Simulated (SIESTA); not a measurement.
Runs of SIESTA 5.4.2 on CdSe (Cadmoselite). The structure is hexagonal, space group P6_3mc (No. 186). Conventional cell: a = 4.300 Å, b = 4.300 Å, c = 7.020 Å, α = 90.00°, β = 90.00°, γ = 120.00°. Cd (site symmetry 3m) has 4 Se at 2.61 to 2.70 Å as nearest neighbours. Se (site symmetry 3m) has 4 Cd at 2.61 to 2.70 Å as nearest neighbours. 

```tsv
potentials or basis	gap on the mesh (eV)	pressure (GPa)	largest force (eV/Å)
PseudoDojo 0.4 standard (PBE files), DZP (energy shift 0.003 Ry; two zetas on semicore shells)	0.92	3.2	0.32
PseudoDojo 0.5 standard (PBE files), DZP (energy shift 0.003 Ry; two zetas on semicore shells)	0.92	3.2	0.32
Ansatz (PBE files), DZP (energy shift 0.003 Ry; two zetas on semicore shells)	1.08	2.5	(c)
PseudoDojo 0.4 stringent (PBE files), DZP (energy shift 0.003 Ry; two zetas on semicore shells)	1.24	2.6	0.33
SPMS 1.0 (PBE files) or PseudoDojo by element, DZP (energy shift 0.003 Ry; two zetas on semicore shells)	(b)	(a)	0.37
SG15 1.2 (PBE files) or PseudoDojo by element, DZP (energy shift 0.003 Ry; two zetas on semicore shells)	1.59	3.5	0.32
```

Alike in all rows: task single point; level PBE; no spin polarisation; cell as given; k mesh 7 × 7 × 4; smearing fermi-dirac 0.05 eV; grid cutoff 800 Ry; energy shift 0.003 Ry.

**Question.** Estimate the missing entries.

**Answer.** (a) 3.7; (b) 1.36; (c) 0.31.

Caveats: an odd mesh through Γ misses points on the zone boundary, where band edges often lie; the basis of atomic orbitals isn't converged, which shifts pressures, moduli and gaps; short orbitals over semicore shells can move pressures by several GPa (some runs); the valence orbitals were made in a potential fitted to the semicore shell under them, which widens gaps by tenths of an eV or more (some runs).

A k mesh can miss the band edges, and the runs leave out spin-orbit coupling on Cd, Se.

The runs don't all hold the same shells in valence.
